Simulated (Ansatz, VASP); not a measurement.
**CdSe in VASP and in Ansatz**

Contents of INCAR:

```
  AGGAC = 1.0
  AGGAX = 1.0
  ALDAC = 0.0
  ALDAX = 1.0
  ALGO = Normal
  EDIFF = 1E-6
  ENCUT = 520
  GGA = B5
  ISIF = 2
  ISMEAR = 0
  IVDW = 12
  LASPH = T
  LCHARG = F
  LREAL = F
  LWAVE = F
  NBANDS = 16
  NELM = 60
  PREC = Accurate
  SIGMA = 0.01
  VDW_A1 = 0.4298
  VDW_A2 = 4.2359
  VDW_S6 = 1.0
  VDW_S8 = 2.6996
```

File KPOINTS:

```
k-points
0
Gamma
  8 8 8
```

File POSCAR:

```
CdSe
1.0
    0.0000000000      2.8929913891      2.8929913891
    2.8929913891      0.0000000000      2.8929913891
    2.8929913891      2.8929913891      0.0000000000
Cd Se
1 1
Direct
    0.0000000000      0.0000000000      0.0000000000
    0.5000000000      0.5000000000      0.5000000000
```

The input input.yaml:

```yaml
crystal:
  lattice:
    - [0.0, 2.8929913891, 2.8929913891]
    - [2.8929913891, 0.0, 2.8929913891]
    - [2.8929913891, 2.8929913891, 0.0]
  atoms:
    - { symbol: Cd, position: [0.0, 0.0, 0.0] }
    - { symbol: Se, position: [0.5, 0.5, 0.5] }
kpoints:
  mp_grid: { grid: [8, 8, 8] }
scf:
  occupations: { method: fixed }
hamiltonian:
  xc: blyp
  dispersion: d3bj
  pseudopotentials: { kind: all_electron, lapw: { basis_error: 0.002 } }
output:
  forces: true
  stress: true
  eigenvalues: true
```

Change from the starting cell: volume scaled by 1.02.

Alike in both runs: task single point; functional BLYP; dispersion D3(BJ); k mesh 8 × 8 × 8; no spin polarisation.

|  | VASP | Ansatz |
| --- | --- | --- |
| version | VASP 6.6.1 | Ansatz 0.2.0 |
| potentials or method | VASP PAW PBE potentials, release 64 (Cd, Se) | all-electron LAPW, scalar-relativistic |
| plane-wave cutoff (eV) | 520 | see its input |
| occupations | gaussian, width 0.01 eV | fixed |

Ansatz gave:

- gap on the k mesh at the Fermi level (eV): none
- pressure (GPa): -3.5
- dispersion energy (meV/atom): -863.2

Task: What did VASP give for the same quantities?

Result: gap on the k mesh at the Fermi level (eV): none; pressure (GPa): -3.1; dispersion energy (meV/atom): -863.2.

A gap of «none» marks a metal or a gap that the smearing closes. Ansatz ran all-electron here, so the differences hold the error of VASP's frozen core and of both bases.

Caveats: pairwise dispersion overbinds metals, which lowers pressure and volume; the PAW data sets were made with another functional, which shifts forces and pressure a little (VASP).
